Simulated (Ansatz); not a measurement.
# Si16HF: the cost of one run

Computed with Ansatz 0.2.0 (DFT PBE, scalar-relativistic, plane waves, PAW, unless a step's input says otherwise).

12 further runs of the same task are left out: 1 that didn't finish, 11 set aside as unsound or not needed.

### Step 1. The starting structure

The structure is monoclinic, space group Pm (No. 6). Conventional cell: a = 7.735 Å, b = 7.735 Å, c = 22.112 Å, α = 90.00°, β = 90.00°, γ = 90.00°. Around Si (site symmetry m) lie 2 Si at 2.37 Å. Si (site symmetry 1) has 4 Si at 2.37 to 2.39 Å as nearest neighbours. Around Si (site symmetry 1) lie 4 Si at 2.35 to 2.39 Å. Only part of the 14 independent sites is listed.

As a file:

```cif
data_structure
_symmetry_space_group_name_H-M 'P 1'
_symmetry_Int_Tables_number 1
_cell_length_a 7.7354
_cell_length_b 7.7354
_cell_length_c 22.1119
_cell_angle_alpha 90.000
_cell_angle_beta 90.000
_cell_angle_gamma 90.000
_cell_volume 1323.10
loop_
_atom_site_label
_atom_site_type_symbol
_atom_site_fract_x
_atom_site_fract_y
_atom_site_fract_z
_atom_site_occupancy
Si1 Si 0.00000 0.25000 0.18090 1
Si2 Si 0.00000 0.75000 0.18090 1
Si3 Si 0.50000 0.25000 0.18090 1
Si4 Si 0.50000 0.75000 0.18090 1
Si5 Si 0.00000 0.00000 0.24274 1
Si6 Si 0.00000 0.50000 0.24274 1
Si7 Si 0.50000 0.00000 0.24274 1
Si8 Si 0.50000 0.50000 0.24274 1
Si9 Si 0.25000 0.00000 0.30620 1
Si10 Si 0.25000 0.50000 0.30620 1
Si11 Si 0.75000 0.00000 0.30620 1
Si12 Si 0.75000 0.50000 0.30620 1
Si13 Si 0.25000 0.25000 0.36686 1
Si14 Si 0.25000 0.75000 0.36686 1
Si15 Si 0.75000 0.25000 0.36686 1
Si16 Si 0.75000 0.75000 0.36686 1
F1 F 0.17896 0.25000 0.41751 1
H1 H 0.32104 0.25000 0.41751 1
```

This is the geometry of the first run shown, built on a cell relaxed beforehand with the same method.

### Step 2. Plan of the line

Atoms count from 1 in the order of the input.

HF lies flat over one site of a rigid substrate while its bond length and height are varied.

First coordinate, distance F17-H18: 8 values from 0.830 to 2.830 Å. Second coordinate, height of the HF axis above the plane of Si13: 8 values from 0.80 to 3.60 Å.

Nothing else is relaxed. Points are written as (first, second).

### Step 3. Grid point (1.099 Å, 1.12 Å)

A dipole layer in the vacuum cancels the field that periodic copies would set up if the slab's two faces differ.

input.yaml

```yaml
crystal:
  lattice:
    - [7.7354121583, 0.0, 0.0]
    - [0.0, 7.7354121583, 0.0]
    - [0.0, 0.0, 22.1119221044]
  atoms:
    - { symbol: Si, position: [0.0, 0.25, 0.1808978876] }
    - { symbol: Si, position: [0.0, 0.75, 0.1808978876] }
    - { symbol: Si, position: [0.5, 0.25, 0.1808978876] }
    - { symbol: Si, position: [0.5, 0.75, 0.1808978876] }
    - { symbol: Si, position: [0.0, 0.0, 0.2427396665] }
    - { symbol: Si, position: [0.0, 0.5, 0.2427396665] }
    - { symbol: Si, position: [0.5, 0.0, 0.2427396665] }
    - { symbol: Si, position: [0.5, 0.5, 0.2427396665] }
    - { symbol: Si, position: [0.25, 0.0, 0.3062012274] }
    - { symbol: Si, position: [0.25, 0.5, 0.3062012274] }
    - { symbol: Si, position: [0.75, 0.0, 0.3062012274] }
    - { symbol: Si, position: [0.75, 0.5, 0.3062012274] }
    - { symbol: Si, position: [0.25, 0.25, 0.3668573933] }
    - { symbol: Si, position: [0.25, 0.75, 0.3668573933] }
    - { symbol: Si, position: [0.75, 0.25, 0.3668573933] }
    - { symbol: Si, position: [0.75, 0.75, 0.3668573933] }
    - { symbol: F, position: [0.1789630612, 0.25, 0.4175088018] }
    - { symbol: H, position: [0.3210369388, 0.25, 0.4175088018] }
basis:
  ecutwfc: 420
kpoints:
  mp_grid: { grid: [4, 4, 1] }
hamiltonian:
  xc: pbe
scf:
  occupations: { method: gaussian, width: 0.05 }
output:
  forces: true
  eigenvalues: true
efield:
  axis: 3
  dipole_correction: true
  ramp_width: 0.04
```

Command:

```bash
> ansatz run input.yaml --threads 1 --pin off --max-ram 3072MiB --backend cpu --events-out ev --progress --plain --runs-dir out
```

Q: Estimate wall time and peak memory on 1 thread of Intel Xeon Platinum 8488C (Sapphire Rapids), shared host.

About 39 s, with a peak of 1.3 GiB.
